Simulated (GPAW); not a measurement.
The system is CaF2 (Fluorite).

```
CELL_PARAMETERS angstrom
0.00000 2.73100 2.73100
2.73100 0.00000 2.73100
2.73100 2.73100 0.00000
ATOMIC_POSITIONS crystal
Ca 0.00000 0.00000 0.00000
F 0.75000 0.75000 0.75000
F 0.25000 0.25000 0.25000
```

Base run:

| Quantity | Value |
| --- | --- |
| Program | GPAW 26.7.0 |
| Functional | PBE |
| Potentials or basis | GPAW PAW data sets (gpaw-data 1.2.1) |
| Cutoff | 800 eV |
| Basis | pw |
| k mesh | 8 × 8 × 8 |
| Occupations | fermi-dirac, width 0.05 eV |
| Spin | no spin polarisation |

Its results: band gap on the k mesh 7.28 eV, indirect (least direct gap 7.54 eV); pressure 1.1 GPa.

Q: The run is repeated on the same cell with these changes: functional from PBE to PBEsol; potentials or basis from GPAW PAW data sets (gpaw-data 1.2.1) to PAW data sets generated in the run's folder for this functional. What comes out?

A: Band gap on the k mesh 7.09 eV, indirect (least direct gap 7.35 eV); pressure -3.0 GPa.
